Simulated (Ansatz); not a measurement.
Crystal: ZnO (zincite).

```
Zn O
1.0
     3.24931    0.00000    0.00000
    -1.62465    2.81398    0.00000
     0.00000    0.00000    5.20571
Zn O
2 2
Direct
  0.66667 0.33333 0.00000
  0.33333 0.66667 0.50000
  0.33333 0.66667 0.87901
  0.66667 0.33333 0.37901
```

Base run:

```yaml
Program: Ansatz 0.2.0
Functional: r2SCAN
Potentials_or_basis: Ansatz PAW
Cutoff: "500 eV (not typed: the program's choice for these potentials)"
k_mesh: 9 × 9 × 5
Occupations: fermi-dirac, width 0.05 eV
Spin: no spin polarisation
```

Its results: band gap on the k mesh 1.23 eV, direct; pressure -1.1 GPa; largest force 0.070 eV/Å.

Problem. The run is repeated on the same cell with these changes: functional from r2SCAN to PBEsol; cutoff from 500 eV (not typed: the program's choice for these potentials) to 420 eV (not typed: the program's choice for these potentials). What comes out?

Solution. Band gap on the k mesh 0.70 eV, direct; pressure -1.4 GPa; largest force 0.062 eV/Å.

r2SCAN gives the wider gap, since meta-GGAs in the generalised Kohn-Sham scheme recover part of the derivative discontinuity.

Caveats: the PAW data sets come from PBE, with cores solved anew for the run's functional, which leaves a small shift of forces and pressure.
